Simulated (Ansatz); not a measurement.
# EuO (rocksalt): zero-pressure volume and bulk modulus with rPW86-PBE + rVV10

The task here is to estimate one member of a computed series from the others.

Computed with Ansatz 0.2.0 (DFT rPW86-PBE + rVV10 with U = 6 eV on Eu 4f, scalar-relativistic, plane waves, PAW, unless a step's input says otherwise).

3 further runs of the same task are left out: 1 that didn't finish, 2 set aside as unsound or not needed.

## The structure to begin with

Symmetry: Fm-3m, No. 225, cubic system. Conventional cell: a = 5.144 Å, b = 5.144 Å, c = 5.144 Å, α = 90.00°, β = 90.00°, γ = 90.00°. Eu (site symmetry m-3m) has 6 O at 2.57 Å as nearest neighbours. O (site symmetry m-3m) is surrounded by 6 Eu at 2.57 Å.

As a file:

```xyz
2
Lattice="0.0000 2.5720 2.5720 2.5720 0.0000 2.5720 2.5720 2.5720 0.0000" Properties=species:S:1:pos:R:3 pbc="T T T"
Eu    2.5720    2.5720    2.5720
O     0.0000    0.0000    0.0000
```

An earlier run on this cell at PBE+U (U_eff = 6 eV on Eu 4f) gave 1.72 GPa at 17.013 Å³/atom (8×8×8 mesh), gap on the mesh 0.29 eV, moments in the atoms' spheres Eu 6.75; O -0.08 μB.

The first run:

input.yaml

```yaml
crystal:
  lattice:
    - [0.0, 2.5719519658, 2.5719519658]
    - [2.5719519658, 0.0, 2.5719519658]
    - [2.5719519658, 2.5719519658, 0.0]
  atoms:
    - { symbol: Eu, position: [0.5, 0.5, 0.5], spin: 7.43 }
    - { symbol: O, position: [0.0, 0.0, 0.0] }
basis:
  ecutwfc: 420
  ecutrho_ratio: 4
kpoints:
  mp_grid: { grid: [8, 8, 8] }
hamiltonian:
  xc: { exchange: rpw86, correlation: pbe }
  dispersion: rvv10
  hubbard: { sites: [{ species: Eu, l: f, u_eff: 6.0 }] }
scf:
  occupations: { method: gaussian, width: 0.05 }
  lower_state_search: "off"
output:
  forces: true
  stress: true
  eigenvalues: true
  populations: true
  hubbard: { sites: [{ species: Eu, l: f }] }
magnetization:
  spin_polarized: true
checkpoint:
  read: start.run
  write: ck
  compress: false
  write_wavefunctions: false
  write_every: 100000
```

start.run holds the state of a PBE+U run on this cell.

Command:

```console
> ansatz run input.yaml --threads 4 --pin off --max-ram 6144MiB --backend cpu --events-out ev --progress --plain --runs-dir out
```

Steps of the session up to this table: At the given cell; Stepping to 17.210 Å³/atom; Stepping to 17.321 Å³/atom; Volume × 0.98 of the new zero; Volume × 1.02 of the new zero; Volume × 0.96 of the new zero; Volume × 1.04 of the new zero.

One table of the session follows, with a row left open; its other results are not shown here.

| volume (Å³/atom) | energy (meV/atom) | pressure (GPa) |
| --- | --- | --- |
| 16.628 | 8.71 | 4.14 |
| 16.974 | ? | ? |
| 17.321 | 0.00 | 0.00 |
| 17.667 | 1.98 | -1.77 |
| 18.014 | 7.54 | -3.35 |

Estimate the missing values for volume (Å³/atom) = 16.974.

Worked estimate for «energy (meV/atom)». A straight line through the neighbours (16.628, 8.71) and (17.321, 0.00) gives 8.71 + (0.00 − 8.71) × (16.974 − 16.628) / (17.321 − 16.628) = 4.36; a parabola fitted to 3 rows on both sides gives 2.25.

The run gave: energy (meV/atom): 2.10; pressure (GPa): 1.97. In «energy (meV/atom)» the line misses by +2.26 and the parabola by +0.15.

volume (Å³/atom), energy (meV/atom) and a bar:
```
    16.63        8.7 ##############################
    16.97        2.1 #######
    17.32        0.0 
    17.67        2.0 #######
    18.01        7.5 ##########################
```

Caveats from the session: Warnings in the runs' records: stability check not made.
